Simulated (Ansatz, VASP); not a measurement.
# Ir: VASP beside Ansatz

```
Ir
1.0
     0.00000    1.91560    1.91560
     1.91560    0.00000    1.91560
     1.91560    1.91560    0.00000
Ir
1
Direct
  0.00000 0.00000 0.00000
```

Alike in both runs: task relaxation of cell and atoms; functional BLYP; dispersion D4; k mesh 12 × 12 × 12; occupations fermi-dirac, width 0.05 eV; no spin polarisation.

|  | VASP | Ansatz |
| --- | --- | --- |
| version | VASP 6.6.1 | Ansatz 0.2.0 |
| potentials or method | VASP PAW PBE potentials, release 64 (Ir), cutoff 600 eV | all-electron LAPW, scalar-relativistic |

VASP gave:

```
relaxed volume (Å³/atom)                                     : 14.52
relaxed cell length with the largest relative difference (Å) : 2.738
energy change over the relaxation (meV/atom)                 : -17
```

**Question.** Which values does Ansatz return?

**Answer.** Relaxed volume (Å³/atom): 14.39; relaxed cell length with the largest relative difference (Å): 2.730; energy change over the relaxation (meV/atom): -9.

Ansatz ran all-electron here, so the differences hold the error of VASP's frozen core and of both bases.

Caveats: the PAW data sets were made with another functional, which shifts forces and pressure a little (VASP); pairwise dispersion overbinds metals, which lowers pressure and volume (VASP). Spin-orbit coupling is left out, which matters for the levels of Ir. Zero-point motion and thermal expansion aren't in these numbers.
